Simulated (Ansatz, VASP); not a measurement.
Two plane-wave programs on Ir

```
CELL_PARAMETERS angstrom
2.75138 0.00000 0.00000
-1.37569 2.38276 0.00000
0.00000 0.00000 4.46229
ATOMIC_POSITIONS crystal
Ir 0.67529 0.34204 0.75201
Ir 0.35172 0.67765 0.25076
```

This isn't the form of Ir at room conditions, which is fcc.

Alike in both runs: task single point; functional LDA; k mesh 8 × 8 × 5; no spin polarisation.

|  | VASP | Ansatz |
| --- | --- | --- |
| version | VASP 6.6.1 | Ansatz 0.2.0 |
| potentials or method | VASP PAW LDA potentials, release 64 (Ir) | plane waves, PAW |
| plane-wave cutoff (eV) | 520 | 540 |
| occupations | methfessel-paxton of order 1, width 0.15 eV | cold, width 0.15 eV |
| valence electrons in the cell | 18 | 34 |

Ansatz gave:

```
pressure (GPa)                                  : -17.1
largest component of the traceless stress (GPa) : 1.27
rms of the force components (eV/Å)              : 0.071
```

Which values does VASP return?

Pressure (GPa): -15.1; largest component of the traceless stress (GPa): 1.17; rms of the force components (eV/Å): 0.077.

Atom by atom the forces differ by 0.006 eV/Å (rms over components). The two sets of potentials don't hold the same shells in valence. Ansatz warned: «stress_scf_threshold_loose».

Caveats: so large a pressure means that the cell lies far from this level's equilibrium, or that cutoff or potentials fall short (VASP). The runs have no spin-orbit coupling, so splittings on Ir are missing.
